**Q:** Here is one crystal, zinc-blende CdS, at six volumes. Is it harder to squeeze or to stretch?

Zinc-blende CdS, computed with Ansatz 0.2.0 using scalar-relativistic DFT without spin polarization, the PBEsol functional, PAW, plane waves up to 420 eV, an 8×8×8 k mesh and Gaussian smearing of 0.02 eV. Energies are relative to the elements' standard crystals in the same functional, and pressure is positive in compression.

| volume (Å³/atom) | shortest distance (Å) | energy over elements (eV/atom) | pressure (GPa) |
| --- | --- | --- | --- |
| 21.893 | 2.423 | -0.560 | 9.770 |
| 22.623 | 2.449 | -0.598 | 6.590 |
| 24.683 | 2.522 | -0.637 | 0.040 |
| 24.695 | 2.522 | -0.637 | 0.000 |
| 25.933 | 2.563 | -0.626 | -2.680 |
| 26.890 | 2.595 | -0.605 | -4.300 |

**A:** To squeeze. Changing the volume by nearly a tenth costs a few hundredths of an eV per atom either way, but the two directions aren't equal. The row at 22.623 Å³/atom is 8.4 % below the rest volume and costs 0.039 eV/atom. The row at 26.890 is 8.9 % above it, a slightly larger change, yet costs only 0.032. In bond length the two rows lie equally far from rest, 2.9 % shorter and 2.9 % longer.

The reason is general to chemical bonds. When atoms approach, the repulsion between their filled shells rises steeply; when they part, the attraction fades slowly. A negative pressure in the table means that the crystal is being pulled apart.

**Q:** How wrong would I be if I treated the crystal as an ordinary spring?

**A:** For a spring in the volume, by about a fifth in energy at the ends of the table, and by more than a quarter in pressure. A spring in the bond length is expected to miss by less, though in the same directions, because volume goes as the cube of length. The pressure of the volume spring changes in proportion to the volume change, and the energy stored grows as the square:

$$E=\frac{B_0\,(V-V_0)^2}{2V_0}$$

Here $V$ is the volume per atom, $V_0$ its rest value of 24.70 Å³, and $B_0$ the bulk modulus at rest, the pressure needed per relative change of volume. The two rows nearest rest give $B_0=61.6$ GPa. The smallest cell lies 2.80 Å³ below rest, and 1 eV/Å³ is 160.2 GPa, so

$$E=\frac{61.6\times 2.80^2}{2\times 24.70\times 160.2}\approx 0.061\ \text{eV/atom}.$$

The full calculation, with more digits than the table keeps, gives 0.076 eV/atom for this row, which played no part in setting $B_0$. At the largest volume the spring errs the other way, with 0.037 against 0.032. The real crystal hardens when squeezed and softens when stretched: its stiffness is about 97 GPa between the two smallest volumes and 45 GPa between the two largest.

**Q:** I took the two rows nearest rest from the table and got 82 GPa, not 62. Who is right?

**A:** The 62, which comes from the same two runs with more digits kept. Your pressures differ by only 0.04 GPa, and each is rounded to 0.01 GPa, so rounding alone can spoil their difference by a quarter. The small difference between the volumes suffers as well. Between the two smallest volumes the pressure changes by about 3 GPa, and there the table's digits give the same 97 GPa as the finer ones. A slope needs rows that are far apart compared with their rounding.

**Q:** Does squeezing also change the band gap?

**A:** It widens it, from 0.84 eV at the largest volume to 1.24 eV at the smallest. The analysis printed below lists the gap of each row. Near rest, bonds longer by 1 % in all directions narrow the gap by about 0.06 eV.

At rest, the calculation finds three equal levels at the valence top and a single level at the conduction bottom. That is the pattern of sulfur p states below and an antibonding s state above. Theory supplies the rest of the argument: shorter bonds mean stronger overlap, and overlap pushes an antibonding state up. The valence top is expected to move less, because shorter bonds lower the bonding p states while the filled Cd 4d levels beneath them push them up. The runs share no common energy zero, so they show only the difference: the s state rises relative to the valence top.

**Q:** Then can I quote one gap shift per GPa?

**A:** Only for a narrow range of pressure. The shift is 47 meV per GPa between the two largest volumes but 19 between the two smallest. Measured against the relative change of volume, however, the gap responds almost evenly, with a slope that varies by less than a fifth.

So the gap follows the volume, and the volume follows the pressure ever more reluctantly as the crystal hardens. The shift per GPa is the response to volume divided by the stiffness.

**Q:** What would change with another setting, or with selenium in place of sulfur?

**A:** Less smearing would change nothing, since half the smallest gap is some twenty times the smearing width. A different functional would matter much more. The gap at rest is 1.0 eV, while the measured one is roughly 2.4 eV, a shortfall typical of semilocal functionals such as PBEsol. The response of the gap to volume and pressure is expected to come out somewhat too small as well.

Selenium makes longer and softer bonds. If the gap responded to volume as it does here, each GPa would then shift it more. That "if" is an assumption.

**Q:** The energy stays below that of the elements even at 9.8 GPa. Is zinc blende stable there?

**A:** The table can't tell, since it holds no rival structure, but experiment says no. Under pressure the enthalpy decides, which is the energy plus pressure times volume. At 9.8 GPa, a structure that saves 1 Å³ per atom gains 0.06 eV per atom, nearly as much as the whole cost of squeezing this crystal so far. Rocksalt packs six neighbours around each atom instead of four, and in experiments CdS adopts it at about 2 to 3 GPa. Even at rest its usual form is wurtzite, which is close to zinc blende in energy. The two smallest cells thus describe zinc blende at pressures where rocksalt is the stable form.

Printed output of the fit:

```
Each volume against rest:
     row  volume change %  bond change %  energy above rest meV/atom  constant-stiffness estimate meV/atom  gap eV
  21.893           -11.35         -3.925                       76.45                                 61.12   1.241
  22.623           -8.391         -2.895                       39.33                                  33.4   1.182
  24.683          -0.0513              0                           0                              0.001249   1.013
  24.695                0              0                           0                                     0   1.012
  25.933            5.013          1.626                       10.83                                 11.92  0.9119
   26.89            8.887          2.895                       31.84                                 37.48  0.8357
Steps from the row before:
     row  stiffness from table digits GPa  stiffness from finer digits GPa  work from pressure meV/atom  energy change meV/atom  gap slope eV per unit ln V  gap slope meV/GPa
  22.623                            96.95                            96.78                       -37.33                  -37.12                      -1.804              18.64
  24.683                            75.16                            75.27                       -42.61                  -39.33                      -1.935              25.71
  24.695                             82.3                            61.56                    -0.001601                       0                      -2.015              32.73
  25.933                            54.79                            54.92                        10.34                   10.83                      -2.051              37.35
   26.89                             44.7                            44.57                        20.84                   21.01                      -2.102              47.15
Cubic edge at rest in Å: 5.824
Stiffness of the most compressed step over the most expanded step: 2.171
Mean growth of stiffness in GPa per GPa: 4.473
Possible rounding error of the pressure difference of the twin rows in %: 25
Energy over elements at rest in eV per CdS: -1.274
Gap growth from largest to smallest volume in eV: 0.4054
Mean gap slope in eV per unit ln V: -1.971
Gap change for 1 % longer bonds in meV: -59.14
Rise of valence top on the raw zero in eV: 3.002
Rise of valence top over the mean potential in eV: 1.825
Half of the smallest gap over the smearing width: 20.89
Enthalpy saved per Å³ of smaller volume at the highest pressure in meV: 60.99
```
